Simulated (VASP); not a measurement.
Wanted: the native input for a VASP 6.6.1 run.

| Item | Value |
| --- | --- |
| Task | single point |
| Functional | PBE |
| Potentials or basis | VASP PAW PBE potentials, release 64 (K_sv, Mg, F) |
| Cutoff | 520 eV |
| k mesh | 6 × 6 × 6 |
| Occupations | gaussian, width 0.02 eV |
| Spin | no spin polarisation |
| Dipole correction | no |
| Further INCAR settings | ALGO = Normal; EDIFF = 1e-06; NBANDS = 24 |

The structure of KMgF3 lies in POSCAR:

```
KMgF3
1.0
    4.0538823376      0.0000000000      0.0000000000
    0.0000000000      4.0538823376      0.0000000000
    0.0000000000      0.0000000000      4.0538823376
K Mg F
1 1 3
Direct
    0.5000000000      0.5000000000      0.5000000000
    0.0000000000      0.0000000000      0.0000000000
    0.0000000000      0.5000000000      0.0000000000
    0.0000000000      0.0000000000      0.5000000000
    0.5000000000      0.0000000000      0.0000000000
```

The cell is a database's computed one.

These files were run (other wordings do the same):

INCAR

```
SYSTEM = KMgF3
PREC = Accurate
ENCUT = 520
EDIFF = 1E-6
ISMEAR = 0
SIGMA = 0.02
LREAL = .FALSE.
LASPH = .TRUE.
NELM = 100
ALGO = Normal
ISIF = 2
LWAVE = .FALSE.
LCHARG = .TRUE.
GGA = PE
LELF = .TRUE.
LVHAR = .TRUE.
NBANDS = 24
```

KPOINTS

```
Automatic mesh
0
G
  6 6 6
  0 0 0
```

Potentials or basis: VASP PAW PBE potentials, release 64 (K_sv, Mg, F).

Run with:

```bash
$ cat potpaw_PBE.64/K_sv/POTCAR potpaw_PBE.64/Mg/POTCAR potpaw_PBE.64/F/POTCAR > POTCAR
$ mpirun -np 1 vasp_std > vasp.out
```

Results of the run:

```json
{"Pressure": "-0.4 GPa", "Band gap on the k mesh": "6.93 eV, indirect (least direct gap 7.25 eV)"}
```

It took 18 s on 1 thread of Intel(R) Xeon(R) Platinum 8488C (Sapphire Rapids), on a shared host, peak memory 0.18 GiB.
